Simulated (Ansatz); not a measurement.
# Germanium, simple cubic: HSE06 after PBE

Aim: see what exact exchange does to the levels, and what it costs. Spin polarisation is left out. The geometry was relaxed under PBE beforehand and is kept. Exact exchange is dear, so the k-mesh is coarse, and PBE is run on the same mesh for comparison.

Program: Ansatz 0.2.0. Level of theory: DFT, plane waves (420 eV) with PBE-made PAW files, scalar-relativistic; functionals as named at each step. These are calculated values, not measurements.

## Step 1: The system as given

It takes space group Pm-3m (No. 221, cubic). The conventional cell has a = 2.714 Å, b = 2.714 Å, c = 2.714 Å, α = 90.00°, β = 90.00°, γ = 90.00°. Ge (site symmetry m-3m) has 6 Ge at 2.71 Å as nearest neighbours.

As a file:

```cif
data_structure
_symmetry_space_group_name_H-M 'Pm-3m'
_symmetry_Int_Tables_number 221
_cell_length_a 2.7138
_cell_length_b 2.7138
_cell_length_c 2.7138
_cell_angle_alpha 90.000
_cell_angle_beta 90.000
_cell_angle_gamma 90.000
_cell_volume 19.99
loop_
_atom_site_label
_atom_site_type_symbol
_atom_site_symmetry_multiplicity
_atom_site_Wyckoff_symbol
_atom_site_fract_x
_atom_site_fract_y
_atom_site_fract_z
_atom_site_occupancy
Ge1 Ge 1 a 0.00000 0.00000 0.00000 1
```

## Step 2: PBE on the coarse mesh

The run with PBE.

input.yaml reads:

```yaml
crystal:
  lattice:
    - [2.7137598636, 0.0, 0.0]
    - [0.0, 2.7137598636, 0.0]
    - [0.0, 0.0, 2.7137598636]
  atoms:
    - { symbol: Ge, position: [0.0, 0.0, 0.0] }
hamiltonian:
  xc: pbe
  pseudopotentials:
    kind: paw
    azcp:
      Ge: "pseudopotentials/Ge.paw.azcp"
basis:
  ecutwfc: 420
  fft_grid_basis: typed
kpoints:
  mp_grid: { grid: [6, 6, 6], shift: [0, 0, 0] }
magnetization:
  spin_polarized: false
scf:
  occupations: { method: fermi_dirac, width: 0.1 }
output:
  write_density: true
  write_potential: true
  elf: true
  volumetric_format: npy
```

Started as:

```bash
> ansatz run input.yaml --threads 4 --pin off --max-ram 8192MiB --backend cpu --events-out ev --progress --plain --runs-dir out
```

Standard output:

```text
Warning: RAYON_NUM_THREADS=4 ignored (pool sized by the plan → 4); use --threads N
Engine: ansatz 0.2.0, aarch64-unknown-linux-gnu
Pseudopotentials: kind: paw
Pseudopotential: Ge, paw, valence charge 14, recommended cutoff 420 eV (normal), <dir>
Functional definition: PBE
  parameter kappa = 0.804
  parameter beta = 0.06672455060314922
  exchange = pbe_x(kappa = kappa, mu = beta*pi^2/3)
  correlation = pbe_c(beta = beta)
Crystal: 1 atoms, lattice volume = 19.985 Å³
Basis set: ecut = 420 eV, 389 PW (Γ)
Bands: 11, of which v1, the nominal top of the filled ones, is band 7 counted from 1 (6 counted from 0)
Symmetry: 48 space group operations
Space group: Pm-3m (ITA 221), of the structure as read, at distance tolerance 2.7e-5 Å
k-points: 20 of 216
Non-local potential: Ge, projectors of the file, l = 0: 2, l = 1: 2, l = 2: 3, l = 3: 1
PAW form: soft (Blöchl's): semilocal exchange-correlation on the pseudo side does not see the compensation charge
PAW one-centre angular grid: Ge, 590 points (default); XC on 64 Gauss nodes
Initial density: superposition of atomic densities (neutral atoms: chi_scale 0, normalization atom), corrected by the library's trained network
Initial wavefunctions: pseudopotential atomic-orbital guess
Functional: x = pbe(κ = 0.804, μ = 0.2195149727645171), c = pbe(β = 0.06672455060314922)
SCF iter   1: F=—  HF=-4294.746633 eV  |F-HF|=—  |Δ(HF+E_count)|=         —  Δρ=1.83e-3  dr2=6.59e-4  ethr=1.77e-3  ⟨swp⟩=5.5  Hψ=1288  notcnv=0
preconditioner: auto → none  [insulator: Δε(μ)=0.487 eV  Ē_g=27.170 eV  σ=0.100 eV  W_gap=0.63  n_scr=6 (ndim 8)  ℏωp=31.1 eV  f_vac=0.000  D(μ)=0.57/eV (n_scr^D=0)  ε∞_Penn≈2.3]
SCF iter   2: F=—  HF=-4294.746589 eV  |F-HF|=—  |Δ(HF+E_count)|=   4.40e-5  Δρ=9.85e-4  dr2=1.77e-4  ethr=4.70e-6  ⟨swp⟩=2.1  Hψ=464  notcnv=0
SCF iter   3: F=—  HF=-4294.746684 eV  |F-HF|=—  |Δ(HF+E_count)|=   9.51e-5  Δρ=3.80e-4  dr2=1.81e-5  ethr=1.27e-6  ⟨swp⟩=2.0  Hψ=354  notcnv=0
SCF iter   4: F=—  HF=-4294.746660 eV  |F-HF|=—  |Δ(HF+E_count)|=   2.42e-5  Δρ=7.50e-5  dr2=1.02e-6  ethr=1.30e-7  ⟨swp⟩=2.0  Hψ=352  notcnv=0
SCF iter   5: F=—  HF=-4294.746660 eV  |F-HF|=—  |Δ(HF+E_count)|=   4.95e-7  Δρ=4.58e-5  dr2=2.29e-7  ethr=7.27e-9  ⟨swp⟩=2.0  Hψ=358  notcnv=0
SCF iter   6: F=-4294.746659 eV  HF=-4294.746659 eV  |F-HF|=8.52e-8  |Δ(HF+E_count)|=   2.66e-7  Δρ=1.64e-5  dr2=2.91e-8  ethr=7.14e-10  ⟨swp⟩=3.0  Hψ=787  notcnv=0
SCF 1 converged in 6 iterations: F = -4294.746659 eV  dr2 = 2.91e-8
SCF converged after 6 iterations
Free energy (F): -4294.746659 eV
Harris-Foulkes:  -4294.746659 eV  (|F-HF|=8.52e-8)
Internal energy: -4294.728952 eV  (E = F + TS)
E sigma→0 (E₀):  -4294.737806 eV
Entropy (-TS):   -0.017707 eV (-17.707 meV/atom)
Fermi energy:    9.982652 eV
--- Per-component energies (eV) ---
  E_band       = -126.561815
  E_kinetic    = 110.289109
  E_local      = -2225.767304  (includes V_loc(G=0)·N_el)
  E_nonlocal   = 416.343661
  E_hartree    = 972.851590
  E_xc         = -75.379734
  E_vxc        = -64.301022  (∫ρ·V_xc dr)
  E_paw        = -2017.661312  (= ΣΔE_a)
  E_vpaw       = -308.840462  (= ΣTr[D̂ρ^β])
  E_aug_tail   = 0.000315  (compensation charges beyond the density's cutoff)
  E_ewald      = -1475.405278
  E_smearing   = -0.017707  (= −TS)
  E_closure    = 0.000000  (closes the sum)
  Σ components = -4294.746659   (vs F -4294.746659, Δ=0.00e0)
--- Band table (eV; the first three rows and the last of 20) ---
  k-point 0: bands = ["-14.7254", "-14.7254", "-14.4850", "-14.4850", "-14.4850", "-2.7603", "16.5086", "16.5086", "16.5086", "19.9034", "19.9034"]
  k-point 1: bands = ["-14.7221", "-14.6780", "-14.5007", "-14.5007", "-14.4837", "-2.2212", "12.0144", "17.0169", "17.0169", "20.3797", "21.9017"]
  k-point 2: bands = ["-14.7155", "-14.5838", "-14.5321", "-14.5321", "-14.4811", "-0.6611", "7.1332", "18.3430", "18.3430", "21.7367", "23.4200"]
  k-point 19: bands = ["-14.6244", "-14.6244", "-14.6244", "-14.4071", "-14.4071", "9.3459", "10.2727", "10.2727", "10.2727", "16.8176", "16.8176"]
```

It took 0.27 s on 4 threads of Arm Neoverse V1, shared host; peak memory 0.25 GiB.

Density in a lattice plane of the grid's cell (edges 2.71 and 2.71 Å, at 0.000 of the third edge), which holds Ge.

Ten even steps from '0' (0.10 e/Å³) to '9' (56.47 e/Å³):
```
754210000000000000001245
432100000000000000000123
111000000000000000000011
000000000000000000000000
000000000000000000000000
000000000000000000000000
000000000000000000000000
000000000000000000000000
000000000000000000000000
000000000000000000000000
000000000000000000000000
000000000000000000000000
000000000000000000000000
000000000000000000000000
000000000000000000000000
000000000000000000000000
111000000000000000000011
432100000000000000000123
754210000000000000001245
975310000000000000001357
```
Columns run along the first of these edges and rows up along the second, over one cell in 24 and 20 even steps from the bottom left corner. Atoms in the plane (fractional): Ge at (0.00, 0.00).

ELF in the same plane.

Values, 12 rows by 12 columns:
```
0.02 0.04 0.15 0.33 0.43 0.52 0.57 0.52 0.43 0.33 0.15 0.04
0.10 0.15 0.27 0.38 0.44 0.50 0.51 0.50 0.44 0.38 0.27 0.15
0.30 0.33 0.38 0.41 0.44 0.43 0.40 0.43 0.44 0.41 0.38 0.33
0.43 0.43 0.44 0.44 0.41 0.33 0.28 0.33 0.41 0.44 0.44 0.43
0.52 0.52 0.50 0.43 0.33 0.23 0.19 0.23 0.33 0.43 0.50 0.52
0.59 0.57 0.51 0.40 0.28 0.19 0.15 0.19 0.28 0.40 0.51 0.57
0.52 0.52 0.50 0.43 0.33 0.23 0.19 0.23 0.33 0.43 0.50 0.52
0.43 0.43 0.44 0.44 0.41 0.33 0.28 0.33 0.41 0.44 0.44 0.43
0.30 0.33 0.38 0.41 0.44 0.43 0.40 0.43 0.44 0.41 0.38 0.33
0.10 0.15 0.27 0.38 0.44 0.50 0.51 0.50 0.44 0.38 0.27 0.15
0.02 0.04 0.15 0.33 0.43 0.52 0.57 0.52 0.43 0.33 0.15 0.04
0.29 0.02 0.10 0.30 0.43 0.52 0.59 0.52 0.43 0.30 0.10 0.02
```
Columns run along the first of these edges and rows up along the second, over one cell in 12 and 12 even steps from the bottom left corner. Atoms in the plane (fractional): Ge at (0.00, 0.00).

Both are smooth fields of the valence electrons: close to the nuclei they are not physical.

Maxima of ELF outside the ion cores: 0.59 on the Ge–Ge line, 1.4 Å from Ge.

## Step 3: HSE06, coarse mesh

The run with HSE06.

input.yaml, as its differences from that of step 2:

```diff
@@ -8,3 +8,3 @@
 hamiltonian:
-  xc: pbe
+  xc: hse06
   pseudopotentials:
@@ -22,6 +22 @@
   occupations: { method: fermi_dirac, width: 0.1 }
-output:
-  write_density: true
-  write_potential: true
-  elf: true
-  volumetric_format: npy
```

Started as:

```bash
> ansatz run input.yaml --threads 4 --pin off --max-ram 8192MiB --backend cpu --events-out ev --progress --plain --runs-dir out
```

Standard output:

```text
Warning: RAYON_NUM_THREADS=4 ignored (pool sized by the plan → 4); use --threads N
[... 3 set-up lines as earlier in the session ...]
Functional definition: HSE06
  parameter a = 0.25
  parameter omega = 0.11/bohr
  exchange = pbe_x - a*pbe_x_sr(omega) + a*exact_x_sr(omega)
  correlation = pbe_c
Crystal: 1 atoms, lattice volume = 19.985 Å³
Basis set: ecut = 420 eV, 389 PW (Γ)
Bands: 11, of which v1, the nominal top of the filled ones, is band 7 counted from 1 (6 counted from 0)
[... 2 set-up lines as earlier in the session ...]
k-points: 20 of 216
[... 2 set-up lines as earlier in the session ...]
PAW frozen core: Ge, regenerated for the run's functional, and the local potential with it (the file was generated under x = pbe(κ = 0.804, μ = 0.2195149727645171), c = pbe(β = 0.06672455060314922))
[... 3 set-up lines as earlier in the session ...]
Functional: x = pbe(κ = 0.804, μ = 0.2195149727645171), c = pbe(β = 0.06672455060314922), warm-up for x = pbe(κ = 0.804, μ = 0.2195149727645171) + 0.25 (exact − pbe) at short range (hse, ω = 0.20786987370883472 Å⁻¹), c = pbe(β = 0.06672455060314922); HSE06 as pw.x's `hse` composes it (authors' and Libxc's form: `xc: wpbeh`)
SCF iter   1: F=—  HF=-4294.746850 eV  |F-HF|=—  |Δ(HF+E_count)|=         —  Δρ=1.87e-3  dr2=7.20e-4  ethr=1.77e-3  ⟨swp⟩=7.8  Hψ=914  notcnv=0
preconditioner: auto → none  [insulator: Δε(μ)=0.487 eV  Ē_g=27.147 eV  σ=0.100 eV  W_gap=0.63  n_scr=6 (ndim 8)  ℏωp=31.1 eV  f_vac=0.000  D(μ)=0.58/eV (n_scr^D=0)]
SCF iter   2: F=—  HF=-4294.747055 eV  |F-HF|=—  |Δ(HF+E_count)|=   2.05e-4  Δρ=9.30e-4  dr2=1.65e-4  ethr=5.14e-6  ⟨swp⟩=3.0  Hψ=437  notcnv=0  defer=1
iter 3 solved again at ethr=4.10e-8 eV; its pass at ethr=1.18e-6 eV (dr2=5.73e-6 eV) is discarded
SCF iter   3: F=—  HF=-4294.747139 eV  |F-HF|=—  |Δ(HF+E_count)|=   8.33e-5  Δρ=2.65e-4  dr2=6.01e-6  ethr=4.10e-8  ⟨swp⟩=3.0  Hψ=854  notcnv=0
SCF iter   4: F=—  HF=-4294.747129 eV  |F-HF|=—  |Δ(HF+E_count)|=   9.08e-6  Δρ=6.00e-5  dr2=2.68e-7  ethr=4.10e-8  ⟨swp⟩=3.0  Hψ=512  notcnv=0
SCF iter   5: F=—  HF=-4294.747130 eV  |F-HF|=—  |Δ(HF+E_count)|=   1.43e-7  Δρ=1.64e-5  dr2=1.79e-8  ethr=1.91e-9  ⟨swp⟩=3.0  Hψ=503  notcnv=0
SCF iter   6: F=—  HF=-4294.747130 eV  |F-HF|=—  |Δ(HF+E_count)|=   3.94e-8  Δρ=3.05e-6  dr2=6.33e-10  ethr=1.28e-10  ⟨swp⟩=3.0  Hψ=473  notcnv=0
SCF iter   7: F=-4294.747130 eV  HF=-4294.747130 eV  |F-HF|=2.73e-11  |Δ(HF+E_count)|=   1.62e-9  Δρ=3.62e-7  dr2=8.53e-12  ethr=4.52e-12  ⟨swp⟩=3.0  Hψ=513  notcnv=0
SCF 1 converged in 7 iterations: F = -4294.747130 eV  dr2 = 8.53e-12
Initial density: handed on by an earlier stage of this run
Initial wavefunctions: those handed on with the density
Functional: x = pbe(κ = 0.804, μ = 0.2195149727645171) + 0.25 (exact − pbe) at short range (hse, ω = 0.20786987370883472 Å⁻¹), c = pbe(β = 0.06672455060314922); HSE06 as pw.x's `hse` composes it (authors' and Libxc's form: `xc: wpbeh`)
Exchange kernel: α = 0.2500, screened, ω = 0.2079 Å⁻¹, Wigner–Seitz truncation, v(0) = 1036.3263 eV·Å³, q-mesh 6×6×6, nearest image of the exchange supercell L = 16.28 Å, pair-density grid 12×12×12, without the augmentation charges, whose exchange is taken in its separable form by FFT convolution over the k-point mesh (sized by the pseudopotential files, 20×20×20 at the most), smooth part of the exact exchange by density-matrix convolution
Frozen-core exchange: fock
iter 1 solved again at ethr=4.85e-5 eV; its pass at ethr=1.00e-1 eV (dr2=6.79e-3 eV) is discarded
SCF iter   1: F=—  HF=-4295.501171 eV  |F-HF|=—  |Δ(HF+E_count)|=         —  Δρ=1.25e-2  dr2=1.06e-2  ethr=4.85e-5  ⟨swp⟩=4.2  Hψ=1162  notcnv=0
preconditioner: auto → none  [insulator: Δε(μ)=0.538 eV  Ē_g=30.712 eV  σ=0.100 eV  W_gap=0.63  n_scr=6 (ndim 8)  ℏωp=31.1 eV  f_vac=0.000  D(μ)=0.56/eV (n_scr^D=0)]
SCF iter   2: F=—  HF=-4295.491465 eV  |F-HF|=—  |Δ(HF+E_count)|=   9.71e-3  Δρ=3.26e-3  dr2=1.14e-3  ethr=4.85e-5  ⟨swp⟩=3.0  Hψ=554  notcnv=0
SCF iter   3: F=—  HF=-4295.494398 eV  |F-HF|=—  |Δ(HF+E_count)|=   2.93e-3  Δρ=2.57e-3  dr2=4.60e-4  ethr=6.23e-6  ⟨swp⟩=3.2  Hψ=509  notcnv=0
SCF iter   4: F=—  HF=-4295.494278 eV  |F-HF|=—  |Δ(HF+E_count)|=   1.20e-4  Δρ=9.12e-4  dr2=6.93e-5  ethr=3.18e-6  ⟨swp⟩=2.0  Hψ=366  notcnv=0
SCF iter   5: F=-4295.494271 eV  HF=-4295.494271 eV  |F-HF|=1.29e-7  |Δ(HF+E_count)|=   7.19e-6  Δρ=2.11e-5  dr2=1.53e-6  ethr=3.92e-7  ⟨swp⟩=2.8  Hψ=399  notcnv=0
SCF 2 stopped early in 5 iterations: F = -4295.494271 eV  dr2 = 1.53e-6
hybrid outer 1: dexx = +3.414e-3 eV, tail = 2.24e-5 eV
Exchange kernel: α = 0.2500, screened, ω = 0.2079 Å⁻¹, Wigner–Seitz truncation, v(0) = 1036.3263 eV·Å³, q-mesh 6×6×6, nearest image of the exchange supercell L = 16.28 Å, pair-density grid 12×12×12, without the augmentation charges, whose exchange is taken in its separable form by FFT convolution over the k-point mesh (sized by the pseudopotential files, 20×20×20 at the most), smooth part of the exact exchange by density-matrix convolution
Frozen-core exchange: fock
SCF iter   1: F=—  HF=-4295.494414 eV  |F-HF|=—  |Δ(HF+E_count)|=         —  Δρ=1.45e-4  dr2=1.20e-6  ethr=7.99e-7  ⟨swp⟩=4.2  Hψ=542  notcnv=0
preconditioner: auto → none  [insulator: Δε(μ)=0.484 eV  Ē_g=30.506 eV  σ=0.100 eV  W_gap=0.63  n_scr=6 (ndim 8)  ℏωp=31.1 eV  f_vac=0.000  D(μ)=0.56/eV (n_scr^D=0)]
iter 2 solved again at ethr=1.38e-10 eV; its pass at ethr=8.12e-9 eV (dr2=1.93e-8 eV) is discarded
SCF iter   2: F=-4295.494413 eV  HF=-4295.494413 eV  |F-HF|=1.79e-8  |Δ(HF+E_count)|=   4.70e-7  Δρ=1.29e-5  dr2=8.36e-8  ethr=1.38e-10  ⟨swp⟩=2.5  Hψ=962  notcnv=0  defer=1
SCF 3 converged in 2 iterations: F = -4295.494413 eV  dr2 = 8.36e-8
hybrid outer 2: dexx = +5.133e-7 eV, tail = 2.49e-7 eV, Δε = 7.68e-3 eV (about 1.02e-3 eV left of the loop's levels)
hybrid SCF converged: 2 outer / 7 inner (+7 warm-up), last move |dexx| = 5.13e-7 eV, tail = 2.49e-7 eV
Stability not checked: this state was not tested for a lower state beside it, because the functional holds exact exchange (a hybrid, or Hartree-Fock), whose exchange loop this test does not read (fock_operator; see scf.lower_state_search)
Free energy (F): -4295.494414 eV
Frozen-core exchange: fock
Harris-Foulkes:  -4295.494414 eV  (|F-HF|=1.79e-8)
Internal energy: -4295.477176 eV  (E = F + TS)
E sigma→0 (E₀):  -4295.485795 eV
Entropy (-TS):   -0.017238 eV (-17.238 meV/atom)
Fermi energy:    9.984538 eV
--- Per-component energies (eV) ---
  E_band       = -164.564130
  E_kinetic    = 109.137140
  E_local      = -2227.083256  (includes V_loc(G=0)·N_el)
  E_nonlocal   = 417.032812
  E_hartree    = 974.911103
  E_xc         = -60.711491
  E_vxc        = -51.688762  (∫ρ·V_xc dr)
  E_exx        = -54.181108  (= α·E_x^exact, valence–valence)
  E_paw        = -1978.812038  (= ΣΔE_a)
  E_vpaw       = -253.423542  (= ΣTr[D̂ρ^β])
  E_aug_tail   = 0.000315  (compensation charges beyond the density's cutoff)
  E_ewald      = -1475.405278
  E_core_change = -0.365374  (= ΣΔE_core)
  E_smearing   = -0.017238  (= −TS)
  E_closure    = -0.000000  (closes the sum)
  Σ components = -4295.494414   (vs F -4295.494414, Δ=0.00e0)
--- Band table (eV; the first three rows and the last of 20) ---
  k-point 0: bands = ["-18.2355", "-18.2355", "-17.9929", "-17.9929", "-17.9929", "-4.4066", "17.2307", "17.2307", "17.2307", "20.4993"]
  k-point 1: bands = ["-18.2322", "-18.1888", "-18.0086", "-18.0086", "-17.9915", "-3.8071", "12.2109", "17.7763", "17.7763", "21.0051"]
  k-point 2: bands = ["-18.2256", "-18.0954", "-18.0401", "-18.0401", "-17.9889", "-2.0600", "6.6689", "19.2120", "19.2120", "22.4470"]
  k-point 19: bands = ["-18.1313", "-18.1313", "-18.1313", "-17.9199", "-17.9199", "9.5598", "10.2450", "10.2450", "10.2450", "17.2171"]
  guard bands above this table: 1 of the run's 11 bands, where the rule asks 2: the bands that hold charge and the lowest empty level above them stay in the table. The solve was not asked for them (output.publish_guard_bands: true or output.eigenvalues: true publishes all)
```

Wall time 2.8 s (4 threads of Arm Neoverse V1, shared host); peak memory 0.66 GiB.

## Step 4: Side by side

| functional | gap on the mesh | Fermi energy (eV) | SCF cycles | exchange loops | CPU time |
| --- | --- | --- | --- | --- | --- |
| PBE | none (levels filled in part) | 9.983 | 6 | - | 0.63 s |
| HSE06 | none (levels filled in part) | 9.985 | 14 | 2 | 7.8 s |

## Step 5: Summary of results

| quantity | value |
| --- | --- |
| PBE: gap | none (levels filled in part) |
| HSE06: gap | none (levels filled in part) |
| HSE06: SCF cycles, exchange loops | 14, 2 |
| HSE06: CPU time over that of PBE | 12 |
| HSE06: relative to diamond | +360 meV/atom |

**Reading.** Both PBE and HSE06 leave levels filled in part. The hybrid took 12 times as much CPU time as PBE on the same settings. HSE06 needed 2 outer loops of the exchange operator. To compare with dense-mesh energies, the change of PBE from this mesh and smearing to its dense run (-0.7 meV/atom, from a run not shown) is added. Under HSE06 it lies 360 meV/atom above diamond (computed apart in the same way); on such meshes a few tens of meV are uncertain for metals. The total energies in the logs cannot be compared from one functional to another.
